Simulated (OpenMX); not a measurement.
## LiF (Griceite): equation of state with LDA

LiF (Griceite):

```
CELL_PARAMETERS angstrom
0.00000 2.01400 2.01400
2.01400 0.00000 2.01400
2.01400 2.01400 0.00000
ATOMIC_POSITIONS crystal
F 0.50000 0.50000 0.50000
Li 0.00000 0.00000 0.00000
```

* Program: OpenMX 3.8.5
* Task: equation of state
* Functional: LDA
* Potentials or basis: OpenMX 2013 LDA set, F6.0-s2p2d1, Li8.0-s3p2, fixed grid of 28 × 28 × 28 points
* k mesh: 11 × 11 × 11
* Occupations: fermi-dirac, width 0.05 eV
* Spin: no spin polarisation

- Equilibrium volume: 7.60 Å³/atom (rough: see the caveat)
- Bulk modulus: 87 GPa (rough)

Energy against volume, from the lowest point:
| volume (Å³/atom) | energy (meV/atom) |
| --- | --- |
| 7.679 | 0.00 |
| 7.842 | 1.71 |
| 8.006 | 5.07 |
| 8.169 | 9.79 |
| 8.333 | 15.81 |
| 8.496 | 22.89 |
| 8.659 | 31.01 |

Caveat: the minimum lies outside the volumes run; volumes in these bases differ from converged ones by about 1 %, for some elements by several; the basis of atomic orbitals isn't converged, which shifts pressures, moduli and gaps.
